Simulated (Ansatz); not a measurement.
# Ag, hcp: how the functional moves the structure

All rows: Ansatz, plane waves with scalar-relativistic PAW, 420 eV (500 eV for the SCAN forms), relaxed under each functional, no dispersion correction, no zero-point motion. B₀ comes from uniform scaling at fixed shape; a dash is a value not given.

```
functional  V (Å³/atom)                                    cell  B₀ (GPa)     magnetic state  ΔE to fcc (meV/atom)
       PBE        17.91  a = 2.945 Å, c = 4.769 Å (c/a = 1.619)        91  spin not included                     1
    r²SCAN        17.35  a = 2.915 Å, c = 4.715 Å (c/a = 1.617)       103  spin not included                     6
    PBEsol        16.72  a = 2.877 Å, c = 4.665 Å (c/a = 1.622)       117  spin not included                    10
       LDA        16.06  a = 2.837 Å, c = 4.608 Å (c/a = 1.624)       137  spin not included                    10
    revPBE        18.50  a = 2.978 Å, c = 4.818 Å (c/a = 1.618)        78  spin not included                     1
      RPBE        18.75  a = 2.992 Å, c = 4.838 Å (c/a = 1.617)        74  spin not included                     0
      BLYP        19.36  a = 3.026 Å, c = 4.883 Å (c/a = 1.614)        69  spin not included                     0
```

LDA gives the smallest volume and BLYP the largest.
